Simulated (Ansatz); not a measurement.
# Pb (omega (AlB2-type)): energy against volume

Theory: DFT, revPBE, plane waves (420 eV) with PAW, scalar-relativistic (Ansatz). The PAW files were generated under PBE, with cores re-solved for the functional.

The cell is scaled uniformly from the relaxed one, with fractional coordinates and shape fixed. Energies are extrapolated to zero smearing, pressures are those at the given smearing. Magnetic state: spin not included.

A Birch-Murnaghan fit gives V₀ = 33.18 Å³/atom, B₀ = 35 GPa, B₀′ = 4.8.

(1) What are the energy above the minimum and the pressure at 31.843 Å³/atom?

(2) What are the energy above the minimum and the pressure at 34.497 Å³/atom?

(3) What are the energy above the minimum and the pressure at 35.824 Å³/atom?

Results:

(1) 6.3 meV/atom and 1.61 GPa as computed.

(2) 5.3 meV/atom and -1.20 GPa as computed.

(3) 19.6 meV/atom and -2.19 GPa as computed.
